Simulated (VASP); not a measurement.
# PtSe2 in VASP: settings compared, part 2 of 2

VASP 6.6.1. The steps go on from the part before.

### 3 Work function, PBE, non-collinear spin, zero start, spin-orbit coupling

Contents of INCAR:

```
PREC = Accurate ; ENCUT = 520
EDIFF = 1E-7 ; ISMEAR = 0
SIGMA = 0.03 ; LREAL = F
LASPH = T ; NELM = 60
ALGO = Normal ; ISIF = 2
LWAVE = F ; LCHARG = T
LNONCOLLINEAR = T ; MAGMOM = 0 0 0 0 0 0 0 0 0
LORBIT = 11 ; LSORBIT = T
GGA_COMPAT = F ; LMAXMIX = 4
LDIPOL = T ; IDIPOL = 3
DIPOL = 0.5 0.5 0.500 ; GGA = PE
LVHAR = T ; LVACPOTAV = T
KPAR = 4
```

Contents of KPOINTS:

```
Automatic mesh
0
Gamma
  12 12 1
```

Contents of POSCAR:

```
PtSe2                                   
1.0
    3.7060189018      0.0000000000      0.0000000000
   -1.8530094509      3.2095065196      0.0000000000
    0.0000000000      0.0000000000     18.6200000000
  Se              Pt            
     2     1
Direct
     0.3333330000000032    0.6666669999999968    0.4288470405004758
     0.6666669999999968    0.3333330000000032    0.5711529594995242
     0.0000000000000000    0.0000000000000000    0.5000000000000000
```

Potentials or basis: VASP PAW PBE potentials, release 64 (Se, Pt).

The run is started by

```console
$ cat potpaw_PBE.64/Se/POTCAR potpaw_PBE.64/Pt/POTCAR > POTCAR
$ mpirun -np 4 vasp_ncl > vasp.out
```

OUTCAR:

```text
PREC = Accurate
   ENCUT = 520
   EDIFF = 1E-7
   ISMEAR = 0
   LREAL = F
   LASPH = T
   NELM = 60
   ISIF = 2
   LNONCOLLINEAR = T
   LORBIT = 11
   LSORBIT = T
   GGA = PE

 ion  position               nearest neighbor table
   1  0.333  0.667  0.429-   3 2.52   3 2.52   3 2.52
   2  0.667  0.333  0.571-   3 2.52   3 2.52   3 2.52
   3  0.000  0.000  0.500-   1 2.52   2 2.52   2 2.52   1 2.52   2 2.52   1 2.52

  LATTYP: Found a hexagonal cell.
 ALAT       =     3.7060189018
 C/A-ratio  =     5.0242593180

  Lattice vectors:

 A1 = (   3.7060189018,   0.0000000000,   0.0000000000)
 A2 = (  -1.8530094509,   3.2095065196,   0.0000000000)
 A3 = (   0.0000000000,   0.0000000000,  18.6200000000)

Analysis of symmetry for initial positions (statically):
=====================================================================
 Subroutine PRICEL returns:
 Original cell was already a primitive cell.

 Routine SETGRP: Setting up the symmetry group for a
 hexagonal supercell.

 Subroutine GETGRP returns: Found 12 space group operations
 (whereof 12 operations were pure point group operations)
 out of a pool of 24 trial point group operations.

The static configuration has the point symmetry D_3d.

Analysis of symmetry for dynamics (positions and initial velocities):
=====================================================================
 Subroutine PRICEL returns:
 Original cell was already a primitive cell.

 Routine SETGRP: Setting up the symmetry group for a
 hexagonal supercell.

 Subroutine GETGRP returns: Found 12 space group operations
 (whereof 12 operations were pure point group operations)
 out of a pool of 24 trial point group operations.

The dynamic configuration has the point symmetry D_3d.

Analysis of structural, dynamic, and magnetic symmetry:
=====================================================================
 Subroutine PRICEL returns:
 Original cell was already a primitive cell.

 Routine SETGRP: Setting up the symmetry group for a
 hexagonal supercell.

 Subroutine GETGRP returns: Found 12 space group operations
 (whereof 12 operations were pure point group operations)
 out of a pool of 24 trial point group operations.

The overall configuration has the point symmetry D_3d.

 Subroutine INISYM returns: Found 12 space group operations
 (whereof 12 operations are pure point group operations),
 and found     1 'primitive' translations

----------------------------------------------------------------------------------------

                                     Primitive cell

  volume of cell :     221.4754

  direct lattice vectors                    reciprocal lattice vectors
     3.706018902  0.000000000  0.000000000     0.269831327  0.155787189  0.000000000
[... 128 lines left out ...]
 dipolmoment           0.000000      0.000000      0.000000 electrons x Angstroem

 Free energy of the ion-electron system (eV)
  ---------------------------------------------------
  ext. energy  EPLUGINS =         0.00000000
  ---------------------------------------------------
  free energy    TOTEN  =       -14.68694483 eV

  energy without entropy =      -14.68694483  energy(sigma->0) =      -14.68694483

 E-fermi :  -2.2526     XC(G=0):  -3.6202

 val. band max:       -2.3969564715   @ k =   0.0000   0.0000   0.0000
 cond. band min:      -1.2140544665   @ k =   0.2500   0.0000   0.0000
 fundamental gap:      1.1829020050
 Fermi energy:        -2.2526284083

 k-point     1 :       0.0000    0.0000    0.0000
  band No.  band energies     occupation
      1     -16.6628      1.00000
      2     -16.6628      1.00000
      3     -14.8961      1.00000
      4     -14.8961      1.00000
      5      -7.9993      1.00000
      6      -7.9993      1.00000
[... 616 lines left out ...]
     29       5.3557      0.00000
     30       5.3557      0.00000

------------------------ aborting loop because EDIFF is reached ----------------------------------------

  FORCE on cell =-STRESS in cart. coord.  units (eV):
  Direction    XX          YY          ZZ          XY          YZ          ZX
  --------------------------------------------------------------------------------------
  -------------------------------------------------------------------------------------
  Total        0.9964476      0.9964476      0.2738037     -0.0000000      0.0000000     -0.0000000
  in kB        7.2084101      7.2084101      1.9807255     -0.0000000      0.0000000     -0.0000000
  external PRESSURE =       5.4658486 kB  Pullay stress =       0.0000000 kB

 VOLUME and BASIS-vectors are now :
 -----------------------------------------------------------------------------
  energy-cutoff  :      520.00
  volume of cell :      221.48
      direct lattice vectors                 reciprocal lattice vectors
     3.706018902  0.000000000  0.000000000     0.269831327  0.155787189  0.000000000
    -1.853009451  3.209506520  0.000000000     0.000000000  0.311574379  0.000000000
     0.000000000  0.000000000 18.620000000     0.000000000  0.000000000  0.053705693

 POSITION                                       TOTAL-FORCE (eV/Angst)
 -----------------------------------------------------------------------------------
     -0.00000      2.13967      7.98513        -0.000000      0.000000     -0.108425
      1.85301      1.06983     10.63487         0.000000      0.000000      0.108425
      0.00000      0.00000      9.31000         0.000000      0.000000      0.000000
 -----------------------------------------------------------------------------------
    total drift:                                0.000000      0.000000     -0.000000

  FREE ENERGIE OF THE ION-ELECTRON SYSTEM (eV)
  ---------------------------------------------------
  free  energy   TOTEN  =       -14.6869448302 eV

  energy  without entropy=      -14.6869448302  energy(sigma->0) =      -14.68694483

 vacuum level on the upper side and lower side of the slab         3.055         3.055

 Spin-Orbit-Coupling matrix elements

 Ion:    1  E_soc:     -0.0296499
 l=   1
     0.0000000    -0.0051817    -0.0044403
    -0.0051817     0.0000000    -0.0051817
    -0.0044403    -0.0051817     0.0000000
 l=   2
     0.0000000     0.0000010     0.0000000     0.0000010    -0.0000108
     0.0000010     0.0000000    -0.0000065    -0.0000015     0.0000010
     0.0000000    -0.0000065     0.0000000    -0.0000065     0.0000000
     0.0000010    -0.0000015    -0.0000065     0.0000000     0.0000010
    -0.0000108     0.0000010     0.0000000     0.0000010     0.0000000
 l=   3
     0.0000000     0.0000000     0.0000000     0.0000000     0.0000000     0.0000000     0.0000000
     0.0000000     0.0000000     0.0000000     0.0000000     0.0000000     0.0000000     0.0000000
     0.0000000     0.0000000     0.0000000     0.0000000     0.0000000     0.0000000     0.0000000
     0.0000000     0.0000000     0.0000000     0.0000000     0.0000000     0.0000000     0.0000000
[... 29 lines left out ...]
 l=   2
     0.0000000    -0.0199093     0.0000000    -0.0199093    -0.0666404
    -0.0199093     0.0000000    -0.0497285    -0.0244008    -0.0199093
     0.0000000    -0.0497285     0.0000000    -0.0497285     0.0000000
    -0.0199093    -0.0244008    -0.0497285     0.0000000    -0.0199093
    -0.0666404    -0.0199093     0.0000000    -0.0199093     0.0000000
 l=   3
     0.0000000     0.0000000     0.0000000     0.0000000     0.0000000     0.0000000     0.0000000
     0.0000000     0.0000000     0.0000000     0.0000000     0.0000000     0.0000000     0.0000000
     0.0000000     0.0000000     0.0000000     0.0000000     0.0000000     0.0000000     0.0000000
     0.0000000     0.0000000     0.0000000     0.0000000     0.0000000     0.0000000     0.0000000
     0.0000000     0.0000000     0.0000000     0.0000000     0.0000000     0.0000000     0.0000000
     0.0000000     0.0000000     0.0000000     0.0000000     0.0000000     0.0000000     0.0000000
     0.0000000     0.0000000     0.0000000     0.0000000     0.0000000     0.0000000     0.0000000

 total charge

# of ion       s       p       d       tot
------------------------------------------
    1        1.477   2.253   0.056   3.786
    2        1.477   2.253   0.056   3.786
    3        0.679   0.715   7.974   9.367
--------------------------------------------------
tot          3.633   5.220   8.086  16.939

 magnetization (x)

# of ion       s       p       d       tot
------------------------------------------
    1        0.000  -0.000   0.000  -0.000
    2        0.000  -0.000   0.000  -0.000
    3        0.000   0.000  -0.000  -0.000
--------------------------------------------------
tot          0.000  -0.000   0.000  -0.000

 magnetization (y)

# of ion       s       p       d       tot
------------------------------------------
    1        0.000  -0.000   0.000  -0.000
    2        0.000  -0.000   0.000  -0.000
    3        0.000   0.000   0.000   0.000
--------------------------------------------------
tot          0.000  -0.000   0.000  -0.000

 magnetization (z)

# of ion       s       p       d       tot
------------------------------------------
    1        0.000   0.000   0.000   0.000
    2        0.000   0.000   0.000   0.000
    3       -0.000   0.000   0.000  -0.000
--------------------------------------------------
tot         -0.000   0.000   0.000  -0.000
```

Run time: 2.8 min. Hardware: 4 MPI ranks of Intel Xeon 6975P-C (Granite Rapids), shared host; peak memory 0.96 GiB.

Results:

| Property | Result |
| --- | --- |
| Free energy | -14.6869 eV |
| Largest force | 0.108 eV/Å |
| Net moment | 0.00 μB per cell |
| Valence electrons inside the program's atomic spheres | Se 3.79; Pt 9.37 |
| Work function of the upper face | 5.31 eV |
| Work function of the lower face | 5.31 eV |

Forces in eV/Å, atoms in the order of the input:
```
Se   0.000  0.000 -0.108
Se   0.000  0.000  0.108
Pt   0.000  0.000  0.000
```

Moments on the atoms (μB; x, y, z):
```
Se  0.00 0.00 0.00
Se  0.00 0.00 0.00
Pt  0.00 0.00 0.00
```

### 4 Work function, HSE06

POSCAR is that of step 3.

Contents of INCAR.step1:

```
PREC = Accurate ; ENCUT = 520
EDIFF = 1E-5 ; ISMEAR = 0
SIGMA = 0.03 ; LREAL = F
LASPH = T ; NELM = 60
ALGO = Normal ; ISIF = 2
LWAVE = T ; LDIPOL = T
IDIPOL = 3 ; DIPOL = 0.5 0.5 0.500
GGA = PE ; KPAR = 4
```

Contents of INCAR.step2:

```
PREC = Accurate ; ENCUT = 520
EDIFF = 1E-7 ; ISMEAR = 0
SIGMA = 0.03 ; LREAL = F
LASPH = T ; NELM = 60
ALGO = Normal ; ISIF = 2
LWAVE = F ; LCHARG = T
LDIPOL = T ; IDIPOL = 3
DIPOL = 0.5 0.5 0.500 ; GGA = PE
LHFCALC = T ; HFSCREEN = 0.2
PRECFOCK = Fast ; LVHAR = T
LVACPOTAV = T ; ISTART = 1
KPAR = 4
```

Contents of KPOINTS:

```
Automatic mesh
0
Gamma
  6 6 1
```

Potentials or basis: VASP PAW PBE potentials, release 64 (Se, Pt).

The run is started by

```console
$ cat potpaw_PBE.64/Se/POTCAR potpaw_PBE.64/Pt/POTCAR > POTCAR
$ cp INCAR.step1 INCAR
$ mpirun -np 4 vasp_std > vasp.out
$ cp INCAR.step2 INCAR
$ mpirun -np 4 vasp_std > vasp.out
```

OUTCAR:

```text
PREC = Accurate
   ENCUT = 520
   EDIFF = 1E-7
   ISMEAR = 0
   LREAL = F
   LASPH = T
   NELM = 60
   ISIF = 2
   GGA = PE
   LHFCALC = T
   HFSCREEN = 0.2
   PRECFOCK = Fast
   ISTART = 1

 ion  position               nearest neighbor table
   1  0.333  0.667  0.429-   3 2.52   3 2.52   3 2.52
   2  0.667  0.333  0.571-   3 2.52   3 2.52   3 2.52
   3  0.000  0.000  0.500-   1 2.52   2 2.52   2 2.52   1 2.52   2 2.52   1 2.52

  LATTYP: Found a hexagonal cell.
 ALAT       =     3.7060189018
[... 314 lines left out ...]
  Direction    XX          YY          ZZ          XY          YZ          ZX
  --------------------------------------------------------------------------------------
  -------------------------------------------------------------------------------------
  Total       -1.1091516     -1.1091516     -1.0486121      0.0000000      0.0000000     -0.0000000
  in kB       -8.0237231     -8.0237231     -7.5857737      0.0000000      0.0000000     -0.0000000
  external PRESSURE =      -7.8777400 kB  Pullay stress =       0.0000000 kB

 VOLUME and BASIS-vectors are now :
 -----------------------------------------------------------------------------
  energy-cutoff  :      520.00
  volume of cell :      221.48
      direct lattice vectors                 reciprocal lattice vectors
     3.706018902  0.000000000  0.000000000     0.269831327  0.155787189  0.000000000
    -1.853009451  3.209506520  0.000000000     0.000000000  0.311574379  0.000000000
     0.000000000  0.000000000 18.620000000     0.000000000  0.000000000  0.053705693

 POSITION                                       TOTAL-FORCE (eV/Angst)
 -----------------------------------------------------------------------------------
     -0.00000      2.13967      7.98513        -0.000000     -0.000000      0.391760
      1.85301      1.06983     10.63487         0.000000      0.000000     -0.391760
      0.00000      0.00000      9.31000        -0.000000      0.000000      0.000000
 -----------------------------------------------------------------------------------
    total drift:                                0.000000     -0.000000      0.000000

  FREE ENERGIE OF THE ION-ELECTRON SYSTEM (eV)
  ---------------------------------------------------
  free  energy   TOTEN  =       -17.3213876316 eV

  energy  without entropy=      -17.3213876316  energy(sigma->0) =      -17.32138763

 vacuum level on the upper side and lower side of the slab         3.047         3.047
```

OSZICAR.step1:

```text
N       E                     dE             d eps       ncg     rms          rms(c)
DAV:   1     0.164288103976E+03    0.16429E+03   -0.76786E+03   210   0.109E+03
DAV:   2     0.128821312822E+01   -0.16300E+03   -0.15571E+03   318   0.190E+02
DAV:   3    -0.148130058699E+02   -0.16101E+02   -0.15902E+02   266   0.732E+01
DAV:   4    -0.151321379897E+02   -0.31913E+00   -0.31873E+00   266   0.112E+01
DAV:   5    -0.151380048039E+02   -0.58668E-02   -0.58653E-02   295   0.148E+00    0.123E+01
DAV:   6    -0.144911519874E+02    0.64685E+00   -0.51045E+00   259   0.222E+01    0.680E+00
DAV:   7    -0.143328788596E+02    0.15827E+00   -0.14010E+00   266   0.124E+01    0.320E+00
DAV:   8    -0.142881964611E+02    0.44682E-01   -0.98006E-02   273   0.334E+00    0.715E-01
DAV:   9    -0.142849680380E+02    0.32284E-02   -0.25049E-02   287   0.145E+00    0.195E-01
DAV:  10    -0.142850937295E+02   -0.12569E-03   -0.13530E-03   294   0.288E-01    0.157E-01
DAV:  11    -0.142852885735E+02   -0.19484E-03   -0.18947E-04   280   0.136E-01    0.945E-02
DAV:  12    -0.142852139723E+02    0.74601E-04   -0.42291E-04   280   0.211E-01    0.418E-02
DAV:  13    -0.142852137228E+02    0.24955E-06   -0.24039E-05   241   0.357E-02
   1 F= -.14285214E+02 E0= -.14285214E+02  d E =-.285200E-22
```

It took 2.5 min on 4 MPI ranks of Intel Xeon 6975P-C (Granite Rapids), shared host; peak memory 0.43 GiB.

What came out:

- Free energy: -17.3214 eV
- Largest force: 0.392 eV/Å
- Band gap on the k mesh: 2.19 eV, indirect (least direct gap 2.36 eV)
- Ionisation potential of the upper face: 6.14 eV

Forces on the atoms (eV/Å):
```
Se   0.000  0.000  0.392
Se   0.000  0.000 -0.392
Pt   0.000  0.000  0.000
```

Caveat: the PAW data sets were made with another functional, which shifts forces and pressure a little; spin-orbit coupling is left out, which moves the levels of the heavy elements.

### 5 Overview

| level | spin | k mesh | grid for exact exchange (PRECFOCK) | screening parameter | gap on the mesh (eV) | largest force (eV/Å) |
| --- | --- | --- | --- | --- | --- | --- |
| PBE | off | 12 × 12 × 1 | - | - | 1.37 | 0.08 |
| PBE | non-collinear, zero start, SOC | 12 × 12 × 1 | - | - | - | 0.11 |
| HSE06 | off | 6 × 6 × 1 | Fast | 0.2 1/A | 2.19 | 0.39 |

Alike in all rows: task work function; potentials or basis VASP PAW PBE potentials, release 64 (Se, Pt); cell as given; cutoff (eV) 520; smearing gaussian 0.03 eV.

Caveats: spin-orbit coupling is left out, which moves the levels of the heavy elements (some runs); the PAW data sets were made with another functional, which shifts forces and pressure a little (some runs).

Total energies depend on the potentials used, so only differences within one code and one set of settings carry meaning.
